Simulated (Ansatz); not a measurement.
# TaN: moving Ta off its site

TaN, Fm-3m, a = 4.417 Å. This isn't the usual stable structure of the compound. Ansatz: PBE, PAW, 420 eV, Γ-centred 24×24×24 mesh on 2 atoms, Gaussian smearing 0.15 eV; no spin polarisation.

```yaml
crystal:
  lattice:
    - [0.00000, 2.20863, 2.20863]
    - [2.20863, 0.00000, 2.20863]
    - [2.20863, 2.20863, 0.00000]
  atoms:
    - { symbol: Ta, position: [0.50000, 0.50000, 0.50000] }
    - { symbol: N, position: [0.00000, 0.00000, 0.00000] }
```

Atom 1 (Ta) moves by x along the unit vector (0.000, 0.000, 1.000), with its periodic images; all else is held. y is the free energy of the cell over the start, F the force along the path summed over the moved atoms. Symmetry makes y even in x.

| x (Å) | y (meV) | F (eV/Å) |
| --- | --- | --- |
| -0.3000 | 431.1 | 3.58 |
| -0.1500 | 87.9 | 1.27 |
| 0.0000 | 0.0 | 0.00 |
| 0.0375 | 5.0 | -0.27 |
| 0.0750 | 20.4 | -0.56 |
| 0.1125 | 47.4 | -0.89 |
| 0.1875 | 143.8 | -1.72 |
| 0.2250 | 217.2 | -2.21 |
| 0.2625 | ? | ? |

Q: Fit y = c2 x² + c4 x⁴ to the energies of the other rows, give the force constant, and predict energy and force of the missing row.

A: Least squares on the rows shown. y = 3629.0 x² + 12915 x⁴. The force constant is 2 c2 = 7.26 eV/Å² (for all images moving together, not for a lone atom). With two atoms in a cubic cell this is the optical mode at Γ (in a metal it hangs on mesh and smearing): ω = 521.5 √(2 c2/μ) = 390 cm⁻¹ for μ = 13.00 u. The force −dy/dx at the missing row is -2.84 eV/Å (computed -2.83). At x = 0.2625 the fit asked for gives 311.4 meV. The run gave 311.3 meV, so the fit is 0.1 meV too high, within the rms miss on the fitted rows (0.4 meV).

Spin–orbit coupling is left out, which can shift energies with elements as heavy as these.